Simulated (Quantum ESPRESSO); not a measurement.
Crystal: Al.

```
Al
1.0
     2.82708    0.00000    0.00000
    -1.41354    2.44832    0.00000
     0.00000    0.00000    9.18599
Al
4
Direct
  0.66667 0.33333 0.75000
  0.00000 0.00000 0.50000
  0.33333 0.66667 0.25000
  0.00000 0.00000 0.00000
```

This isn't the form of Al at room conditions, which is fcc.

| Property | Result |
| --- | --- |
| Program | Quantum ESPRESSO 7.5 |
| Task | phonons and electron-phonon coupling |
| Functional | PBE |
| Potentials or basis | PseudoDojo 0.4 SR PBE stringent |
| Cutoff | 544 eV |
| Density cutoff | 2177 eV |
| k mesh | 12 × 12 × 3 |
| Occupations | methfessel-paxton, width 0.272 eV |
| Spin | no spin polarisation |
| Mixing beta | 0.5 |
| Most SCF iterations | 120 |
| SCF threshold | 8e-10 Ry |
| q mesh | 4 × 4 × 1 |

The cell and the atoms were relaxed first, to 16.46 Å³/atom (a = 2.853 Å, b = 2.853 Å, c = 9.339 Å, α = 90.00°, β = 90.00°, γ = 120.00°), and the response was taken there.

Question: What are the zero-point energy, and the vibrational entropy and heat capacity at 298.15 K?

Answer: Zero-point energy 38.5 meV/atom; entropy 3.30 k_B/atom (27.4 J/(K·mol of atoms)); Cv 2.75 k_B/atom, 92 % of the classical limit. These are harmonic values without the electrons' part.

Phonon frequencies at the corners of the path (cm⁻¹, interpolated; i marks imaginary ones):
| point | frequencies |
| --- | --- |
| Γ | 0 0 0 82 82 112 112 145 145 218 219 307 |
| M | 139 152 169 172 176 196 219 221 287 291 320 324 |
| K | 166 184 184 209 227 227 262 280 280 281 281 292 |
| A | 50 50 50 50 119 119 133 133 133 133 284 284 |
| L | 150 150 172 172 190 190 207 207 300 300 316 316 |
| H | 179 179 184 184 241 241 259 259 280 280 292 292 |

Harmonic thermodynamics per atom at this volume (zero-point energy 38.5 meV, Debye temperature from the second moment 402 K):
| T (K) | free energy (meV) | entropy (k_B) | heat capacity Cv (k_B) |
| --- | --- | --- | --- |
| 50 | 38.4 | 0.15 | 0.46 |
| 100 | 36.4 | 0.82 | 1.54 |
| 200 | 22.9 | 2.25 | 2.48 |
| 298.15 | -0.8 | 3.30 | 2.75 |
| 500 | -71.9 | 4.77 | 2.91 |
| 800 | -214.3 | 6.15 | 2.96 |

Phonon states per cell in windows of 20 cm⁻¹ (negative: imaginary):
| from (cm⁻¹) | total |
| --- | --- |
| 0 | 0.00 |
| 20 | 0.02 |
| 40 | 0.06 |
| 60 | 0.14 |
| 80 | 0.24 |
| 100 | 0.37 |
| 120 | 0.69 |
| 140 | 1.38 |
| 160 | 1.76 |
| 180 | 1.42 |
| 200 | 1.14 |
| 220 | 0.84 |
| 240 | 0.65 |
| 260 | 0.70 |
| 280 | 1.81 |
| 300 | 0.75 |
| 320 | 0.02 |

Caveat: the mesh is thin for the phonons of a metal; λ from interpolated matrix elements is rough: modes that symmetry makes equal can differ by tens of percent.
